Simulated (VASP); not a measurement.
# MgAl2C2 (P-3m1): formation energy of the defect C_i (12-fold void), part 2 of 9

Wanted: what the defect C_i (12-fold void) costs in MgAl2C2 (P-3m1) and how the lattice relaxes round it. The start is a computed cell from the Materials Project.

VASP 6.6.1, plane waves and PAW; the level of theory is named at each step.

So far. Step 2 (The host at zero pressure): The run ended after 5 ionic steps, 0.008 eV below its first step, once forces and stress met EDIFFG = -0.02. The relaxed cell has a = 3.377, c = 5.769 Å (conventional setting).

## (3) Screening in the host

Level of this step: PBEsol; plane waves and PAW (Mg, Al, C) (VASP).

Charged cells interact with their images through the host's screening, so the correction needs its dielectric constant.

INCAR

```
SYSTEM = MgAl2C2
PREC = Accurate
ENCUT = 400
EDIFF = 1E-08
NELM = 120
ISMEAR = 0
SIGMA = 0.05
LREAL = .FALSE.
ALGO = Normal
GGA = PS
NBANDS = 14
LWAVE = .FALSE.
LCHARG = .FALSE.
LEPSILON = .TRUE.
IBRION = 8
NSW = 1
```

POSCAR

```
MgAl2C2
1.0
    3.3765110505      0.0000000000      0.0000000000
   -1.6882555253      2.9241443020      0.0000000000
    0.0000000000      0.0000000000      5.7693139712
Mg Al C
1 2 2
Direct
    0.0000000000      0.0000000000      0.0000000000
    0.6666666700      0.3333333300      0.3502677161
    0.3333333300      0.6666666700      0.6497322839
    0.3333333300      0.6666666700      0.2695846397
    0.6666666700      0.3333333300      0.7304153603
```

KPOINTS

```
Automatic mesh
0
Gamma
8 8 4
0 0 0
```

PAW data sets: Mg, Al and C (PBE family, release 64).

Run with:

```bash
$ export OMP_NUM_THREADS=8
$ mpirun -np 1 vasp_std
```

Log:

```text
[banner, memory and clock lines left out]
running    1 mpi-ranks, on    1 nodes
 distrk:  each k-point on    1 cores,    1 groups
 distr:  one band on    1 cores,    1 groups
 Offloading initialized ...    1 GPUs detected
 POSCAR found type information on POSCAR MgAlC
 POSCAR found :  3 types and       5 ions
 [... a notice as in an earlier step ...]

 LDA part: xc-table for (Slater+PW92), standard interpolation
 POSCAR, INCAR and KPOINTS ok, starting setup
 FFT: planning ... GRIDC
 FFT: planning ... GRID_SOFT
 FFT: planning ... GRID
 WAVECAR not read
 entering main loop
       N       E                     dE             d eps       ncg     rms          rms(c)
DAV:   1     0.240994074389E+02    0.24099E+02   -0.58086E+03   996   0.781E+02
DAV:   2    -0.305226346495E+02   -0.54622E+02   -0.49239E+02  1452   0.144E+02
DAV:   3    -0.336608920316E+02   -0.31383E+01   -0.31196E+01  1268   0.341E+01
DAV:   4    -0.336955178700E+02   -0.34626E-01   -0.34614E-01  1154   0.421E+00
DAV:   5    -0.336960018428E+02   -0.48397E-03   -0.48386E-03  1274   0.517E-01    0.977E+00
DAV:   6    -0.297377006921E+02    0.39583E+01   -0.10335E+01  1280   0.184E+01    0.316E+00
DAV:   7    -0.296657891240E+02    0.71912E-01   -0.87512E-01  1280   0.558E+00    0.211E+00
DAV:   8    -0.296271745602E+02    0.38615E-01   -0.10253E-01  1148   0.223E+00    0.466E-01
DAV:   9    -0.296213859141E+02    0.57886E-02   -0.23507E-02  1244   0.907E-01    0.140E-01
DAV:  10    -0.296213911544E+02   -0.52403E-05   -0.92370E-04  1226   0.216E-01    0.712E-02
DAV:  11    -0.296213800628E+02    0.11092E-04   -0.54437E-05  1250   0.572E-02    0.315E-02
DAV:  12    -0.296213726309E+02    0.74320E-05   -0.55720E-05  1286   0.430E-02    0.740E-03
DAV:  13    -0.296213720969E+02    0.53396E-06   -0.28881E-06  1190   0.107E-02    0.321E-03
DAV:  14    -0.296213721181E+02   -0.21188E-07   -0.79633E-08  1246   0.211E-03    0.275E-03
DAV:  15    -0.296213721110E+02    0.70649E-08   -0.23282E-08  1150   0.973E-04
   1 F= -.29621372E+02 E0= -.29621372E+02  d E =-.314941E-16
 Linear response reoptimize wavefunctions to high precision
DAV:   1    -0.296213720981E+02    0.12875E-07   -0.11989E-08  1184   0.723E-04
DAV:   2    -0.296213720982E+02   -0.60268E-10   -0.60225E-10   622   0.165E-04
 Linear response G [H, r] |phi>, progress :
  Direction:   1
       N       E                     dE             d eps       ncg     rms
RMM:   1    -0.735280198610E+02   -0.73528E+02    0.49982E+01  2496   0.597E+01
RMM:   2    -0.565209868201E+02    0.17007E+02   -0.58846E+00  1640   0.159E+01
RMM:   3    -0.565688095810E+02   -0.47823E-01   -0.91460E-02  1789   0.189E+00
RMM:   4    -0.565686329559E+02    0.17663E-03   -0.29277E-03  1885   0.315E-01
RMM:   5    -0.565686150984E+02    0.17857E-04    0.44674E-06  1892   0.625E-02
RMM:   6    -0.565686111757E+02    0.39227E-05    0.17329E-04  1940   0.134E-02
RMM:   7    -0.565686094469E+02    0.17288E-05    0.20518E-04  1928   0.322E-03
RMM:   8    -0.565686087844E+02    0.66245E-06    0.19218E-04  1894   0.863E-04
RMM:   9    -0.565686079372E+02    0.84717E-06    0.36499E-04  1684   0.324E-04
RMM:  10    -0.565686106206E+02   -0.26833E-05    0.18413E-04  1354   0.182E-04
RMM:  11    -0.565686099654E+02    0.65510E-06    0.22915E-04  1238   0.154E-04
RMM:  12    -0.565686084166E+02    0.15489E-05    0.41208E-04  1156   0.151E-04
RMM:  13    -0.565686106664E+02   -0.22499E-05    0.18069E-04  1066   0.150E-04
RMM:  14    -0.565686096677E+02    0.99867E-06    0.21738E-04   933   0.149E-04
 Linear response G [H, r] |phi>, progress :
  Direction:   2
       N       E                     dE             d eps       ncg     rms
RMM:   1    -0.750827431035E+02   -0.75083E+02   -0.75186E+00  2433   0.587E+01
RMM:   2    -0.606662726172E+02    0.14416E+02   -0.50988E+00  1642   0.149E+01
RMM:   3    -0.607042401432E+02   -0.37968E-01   -0.74959E-02  1774   0.177E+00
RMM:   4    -0.607046850926E+02   -0.44495E-03   -0.17855E-03  1881   0.300E-01
RMM:   5    -0.607047270342E+02   -0.41942E-04    0.24575E-04  1900   0.603E-02
RMM:   6    -0.607047271128E+02   -0.78593E-07    0.37225E-04  1938   0.131E-02
RMM:   7    -0.607047274682E+02   -0.35538E-06    0.37155E-04  1928   0.318E-03
RMM:   8    -0.607047244179E+02    0.30502E-05    0.36887E-04  1911   0.873E-04
RMM:   9    -0.607047366185E+02   -0.12201E-04    0.14753E-04  1714   0.340E-04
RMM:  10    -0.607047301355E+02    0.64831E-05    0.37071E-04  1347   0.203E-04
RMM:  11    -0.607047363073E+02   -0.61718E-05    0.32514E-04  1218   0.179E-04
RMM:  12    -0.607047323251E+02    0.39822E-05    0.44754E-04  1159   0.176E-04
RMM:  13    -0.607047283366E+02    0.39885E-05    0.36835E-04  1075   0.175E-04
RMM:  14    -0.607047316660E+02   -0.33294E-05    0.33779E-04   965   0.172E-04
 Linear response G [H, r] |phi>, progress :
  Direction:   3
       N       E                     dE             d eps       ncg     rms
RMM:   1    -0.789581421981E+02   -0.78958E+02    0.55465E+01  2503   0.636E+01
RMM:   2    -0.583096892447E+02    0.20648E+02   -0.74450E+00  1672   0.174E+01
RMM:   3    -0.583684557354E+02   -0.58766E-01   -0.17079E-01  1818   0.216E+00
RMM:   4    -0.583665869527E+02    0.18688E-02   -0.75154E-03  1889   0.383E-01
RMM:   5    -0.583664007601E+02    0.18619E-03   -0.41240E-04  1908   0.782E-02
RMM:   6    -0.583663903697E+02    0.10390E-04   -0.30845E-05  1931   0.180E-02
RMM:   7    -0.583663885827E+02    0.17870E-05    0.47244E-05  1923   0.442E-03
RMM:   8    -0.583663884284E+02    0.15429E-06    0.58948E-05  1872   0.119E-03
RMM:   9    -0.583663882344E+02    0.19402E-06    0.61209E-06  1684   0.388E-04
RMM:  10    -0.583663881479E+02    0.86443E-07    0.11644E-05  1447   0.166E-04
RMM:  11    -0.583663881261E+02    0.21836E-07   -0.78828E-08  1250   0.113E-04
RMM:  12    -0.583663881193E+02    0.67640E-08   -0.23020E-06  1135   0.102E-04
RMM:  13    -0.583663881225E+02   -0.31838E-08   -0.96168E-06  1032   0.997E-05
RMM:  14    -0.583663881142E+02    0.83348E-08    0.16064E-06   924   0.998E-05
RMM:  15    -0.583663881123E+02    0.18393E-08    0.62576E-07   800   0.984E-05
 Linear response to external field (no local field effect), progress :
  Direction:   1
       N       E                     dE             d eps       ncg     rms          rms(c)
RMM:   1    -0.100624804258E+01   -0.10062E+01   -0.41831E+00  2037   0.398E+00
RMM:   2    -0.103420257471E+01   -0.27955E-01   -0.10313E-02  1670   0.569E-01
RMM:   3    -0.103438154505E+01   -0.17897E-03   -0.20257E-04  1730   0.656E-02
RMM:   4    -0.103438634582E+01   -0.48008E-05   -0.71103E-06  1778   0.114E-02
RMM:   5    -0.103438653104E+01   -0.18523E-06   -0.31594E-07  1795   0.209E-03
[...]
RMM:  10    -0.130586722541E+01   -0.16079E-05    0.14497E-07  1792   0.245E-04    0.543E-05
RMM:  11    -0.130586871090E+01   -0.14855E-05    0.64476E-08  1285   0.578E-05    0.124E-05
RMM:  12    -0.130586842217E+01    0.28873E-06   -0.22002E-09  1221   0.549E-05    0.283E-06
 change of polarisation eV/A/(eV/A) component  3 :    -0.183    -0.387     2.441
 dielectric tensor                  component  3 :    -0.580    -1.230     8.754
 Linear response DOF=            6
 Linear response progress:
  Degree of freedom:   1/  6
       N       E                     dE             d eps       ncg     rms          rms(c)
RMM:   1    -0.187140248949E-02   -0.18714E-02   -0.22815E-03  3701   0.357E-01
RMM:   2    -0.169711883445E-02    0.17428E-03   -0.16032E-04  3432   0.827E-02    0.271E-02
RMM:   3    -0.168701105301E-02    0.10108E-04   -0.10387E-05  3737   0.186E-02    0.155E-02
RMM:   4    -0.169084739287E-02   -0.38363E-05   -0.10348E-05  3634   0.177E-02    0.263E-03
RMM:   5    -0.168986774172E-02    0.97965E-06   -0.29425E-07  3915   0.346E-03    0.440E-04
RMM:   6    -0.168949403830E-02    0.37370E-06   -0.41375E-08  4020   0.490E-04    0.144E-04
RMM:   7    -0.168925458829E-02    0.23945E-06   -0.98859E-09  4054   0.198E-04    0.255E-05
RMM:   8    -0.168929737013E-02   -0.42782E-07   -0.13461E-09  4091   0.447E-05    0.735E-06
RMM:   9    -0.168929407651E-02    0.32936E-08    0.14420E-10  4092   0.172E-05    0.161E-06
 first order change of Fermi-energy   0.35891E-05
 force on displaced ion       1 direction 1 :  -3.287   0.000  -0.000
 Born effective charge ion    1 direction 1 :   2.011   0.000   0.000
 Linear response progress:
  Degree of freedom:   2/  6
       N       E                     dE             d eps       ncg     rms          rms(c)
RMM:   1    -0.435620108049E-02   -0.43562E-02    0.26363E-02  2637   0.659E-01
RMM:   2    -0.368928054804E-02    0.66692E-03   -0.79333E-04  1590   0.190E-01    0.359E-02
RMM:   3    -0.362428587531E-02    0.64995E-04   -0.70277E-05  1737   0.384E-02    0.229E-02
RMM:   4    -0.359329863667E-02    0.30987E-04   -0.41217E-05  1712   0.319E-02    0.729E-03
RMM:   5    -0.359308450739E-02    0.21413E-06   -0.33631E-06  1797   0.935E-03    0.322E-03
RMM:   6    -0.359401244005E-02   -0.92793E-06   -0.35261E-07  1764   0.336E-03    0.514E-04
RMM:   7    -0.359444335695E-02   -0.43092E-06   -0.23087E-08  1782   0.908E-04    0.278E-04
RMM:   8    -0.359469389071E-02   -0.25053E-06    0.31181E-09  1754   0.302E-04    0.510E-05
RMM:   9    -0.359471124347E-02   -0.17353E-07    0.19423E-08  1908   0.102E-04    0.289E-05
RMM:  10    -0.359472351428E-02   -0.12271E-07    0.31487E-08  1803   0.269E-05    0.129E-05
RMM:  11    -0.359472288343E-02    0.63086E-09   -0.49557E-09  1863   0.194E-05    0.228E-06
 first order change of Fermi-energy  -0.20168E-04
 force on displaced ion       1 direction 3 :   0.000   0.000  -9.479
 Born effective charge ion    1 direction 3 :   0.000   0.000   2.795
 Linear response progress:
  Degree of freedom:   3/  6
       N       E                     dE             d eps       ncg     rms          rms(c)
RMM:   1    -0.785102527755E-02   -0.78510E-02    0.18754E-03  9061   0.680E-01
RMM:   2    -0.677245133973E-02    0.10786E-02   -0.64882E-04  6112   0.173E-01    0.813E-02
RMM:   3    -0.669719434009E-02    0.75257E-04   -0.12836E-04  6428   0.600E-02    0.429E-02
RMM:   4    -0.675068379552E-02   -0.53489E-04   -0.94334E-05  6160   0.495E-02    0.772E-03
RMM:   5    -0.675236726344E-02   -0.16835E-05   -0.41571E-06  6727   0.920E-03    0.999E-04
RMM:   6    -0.675304972129E-02   -0.68246E-06   -0.15365E-06  7088   0.127E-03    0.385E-04
RMM:   7    -0.675170570514E-02    0.13440E-05   -0.17613E-07  6941   0.599E-04    0.651E-05
RMM:   8    -0.675193264011E-02   -0.22693E-06   -0.12178E-07  7074   0.192E-04    0.356E-05
RMM:   9    -0.675185846621E-02    0.74174E-07   -0.12664E-08  7011   0.712E-05    0.398E-06
RMM:  10    -0.675186335954E-02   -0.48933E-08   -0.12223E-08  7394   0.182E-05    0.300E-06
 first order change of Fermi-energy   0.73541E-04
 force on displaced ion       2 direction 1 : -16.421  -0.000  -0.000
 Born effective charge ion    2 direction 1 :   2.249  -0.000   0.000
 Linear response progress:
  Degree of freedom:   4/  6
       N       E                     dE             d eps       ncg     rms          rms(c)
RMM:   1    -0.135260209482E-01   -0.13526E-01    0.39226E-02  2661   0.931E-01
RMM:   2    -0.114963969820E-01    0.20296E-02   -0.16588E-03  1633   0.273E-01    0.709E-02
RMM:   3    -0.113281687824E-01    0.16823E-03   -0.34669E-04  1666   0.872E-02    0.342E-02
RMM:   4    -0.113176570116E-01    0.10512E-04   -0.60715E-05  1759   0.363E-02    0.150E-02
RMM:   5    -0.113178462815E-01   -0.18927E-06   -0.84064E-06  1782   0.144E-02    0.361E-03
RMM:   6    -0.113198997671E-01   -0.20535E-05   -0.46266E-07  1838   0.401E-03    0.104E-03
RMM:   7    -0.113192836850E-01    0.61608E-06   -0.49146E-08  1772   0.126E-03    0.287E-04
RMM:   8    -0.113196919604E-01   -0.40828E-06   -0.23988E-09  1873   0.418E-04    0.823E-05
RMM:   9    -0.113196879033E-01    0.40572E-08    0.66894E-09  1868   0.115E-04    0.270E-05
 first order change of Fermi-energy  -0.48692E+00
 force on displaced ion       2 direction 3 :  -0.000  -0.000 -13.885
 Born effective charge ion    2 direction 3 :  -0.000  -0.000   1.970
 Linear response progress:
  Degree of freedom:   5/  6
       N       E                     dE             d eps       ncg     rms          rms(c)
RMM:   1    -0.122111526076E+00   -0.12211E+00    0.10385E-01  7460   0.201E+00
RMM:   2    -0.122246154418E+00   -0.13463E-03   -0.28782E-03  5898   0.347E-01    0.152E-01
RMM:   3    -0.122385787953E+00   -0.13963E-03   -0.92959E-04  5780   0.171E-01    0.716E-02
RMM:   4    -0.123278997830E+00   -0.89321E-03   -0.71979E-04  6029   0.138E-01    0.170E-02
RMM:   5    -0.123234602947E+00    0.44395E-04   -0.12240E-05  6758   0.233E-02    0.239E-03
RMM:   6    -0.123261289576E+00   -0.26687E-04   -0.34995E-06  6984   0.461E-03    0.970E-04
RMM:   7    -0.123255235369E+00    0.60542E-05    0.22597E-07  7055   0.115E-03    0.131E-04
RMM:   8    -0.123255991263E+00   -0.75589E-06   -0.30755E-07  7130   0.305E-04    0.436E-05
RMM:   9    -0.123255534505E+00    0.45676E-06    0.20654E-09  7087   0.106E-04    0.120E-05
RMM:  10    -0.123255737754E+00   -0.20325E-06   -0.27525E-08  7143   0.416E-05    0.625E-06
RMM:  11    -0.123255639580E+00    0.98174E-07   -0.57162E-09  6991   0.193E-05    0.118E-06
RMM:  12    -0.123255645431E+00   -0.58511E-08   -0.96710E-09  7112   0.728E-06    0.721E-07
 first order change of Fermi-energy   0.61399E-05
 force on displaced ion       4 direction 1 : -13.601  -0.000  -0.000
 Born effective charge ion    4 direction 1 :  -3.272  -0.000   0.000
 Linear response progress:
  Degree of freedom:   6/  6
       N       E                     dE             d eps       ncg     rms          rms(c)
RMM:   1    -0.129660145045E+00   -0.12966E+00    0.83343E-02  1923   0.198E+00
RMM:   2    -0.127792321426E+00    0.18678E-02   -0.24097E-03  1586   0.317E-01    0.145E-01
RMM:   3    -0.127507058010E+00    0.28526E-03   -0.17489E-03  1604   0.192E-01    0.609E-02
RMM:   4    -0.127974981476E+00   -0.46792E-03   -0.42271E-04  1750   0.990E-02    0.195E-02
RMM:   5    -0.128079368272E+00   -0.10439E-03   -0.25504E-05  1760   0.264E-02    0.564E-03
RMM:   6    -0.128088839320E+00   -0.94710E-05   -0.14761E-06  1871   0.624E-03    0.167E-03
RMM:   7    -0.128073040073E+00    0.15799E-04   -0.28321E-07  1749   0.253E-03    0.399E-04
RMM:   8    -0.128073256179E+00   -0.21611E-06   -0.64199E-09  1886   0.445E-04    0.176E-04
RMM:   9    -0.128073017785E+00    0.23839E-06   -0.31115E-09  1861   0.152E-04    0.238E-05
RMM:  10    -0.128073012567E+00    0.52184E-08   -0.10981E-08  1883   0.388E-05    0.127E-05
 first order change of Fermi-energy   0.40901E-01
 force on displaced ion       4 direction 3 :   0.000  -0.000  -8.867
 Born effective charge ion    4 direction 3 :   0.000   0.000  -3.352
 Born effective charges drift removed
 Linear response finished
```

Run time: 4.9 min. Hardware: 1 × NVIDIA H100 80GB HBM3, 81559 MiB with 1 MPI rank of AMD EPYC 7R13 (Zen 3), shared host; peak memory 1.9 GiB.

(Continued in part 3 of 9.)

[Lines on the potential files, build, host, timing and source positions are cut from VASP's logs without a mark.]

[Logs are printed without paths, hosts, clocks, repeated set-up lines and the standing remarks that a program may print on its own settings, such as how far it seeks lower states.]

[Hosts, paths, dates, database ids (printed as entryN), source tags and the programs' standing remarks are cut or masked in the printed files.]

[In band tables of VASP the shares of atoms and orbitals are scaled to a sum of 1 inside the atoms' spheres.]

[Runs that stopped without an error message from VASP are left out.]
